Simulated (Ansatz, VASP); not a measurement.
# Mo: VASP beside Ansatz

```
CELL_PARAMETERS angstrom
2.87945 0.00000 0.00000
-1.43973 2.49368 0.00000
0.00000 0.00000 2.36747
ATOMIC_POSITIONS crystal
Mo 0.00000 0.00000 0.50000
```

Change from the starting cell: strain +0.050 along x and y, -0.050 along z, atoms carried along.

Alike in both runs: task single point; functional PBEsol; k mesh 24 × 24 × 24; occupations gaussian, width 0.15 eV; no spin polarisation.

```csv
,VASP,Ansatz
version,VASP 6.6.1,Ansatz 0.2.0
potentials or method,"VASP PAW PBE potentials, release 64 (Mo_sv)","scalar-relativistic, plane waves, PAW"
plane-wave cutoff (eV),520,420
valence electrons in the cell,14,14
```

|  | VASP | Ansatz | Ansatz less VASP |
| --- | --- | --- | --- |
| gap on the k mesh at the Fermi level (eV) | none | none | - |
| pressure (GPa) | -5.1 | -5.6 | -0.60 |
| largest component of the traceless stress (GPa) | 17.80 | 17.07 | -0.737 |

A gap of «none» marks a metal or a gap that the smearing closes.

Caveats: the PAW data sets were made with another functional, which shifts forces and pressure a little (VASP).
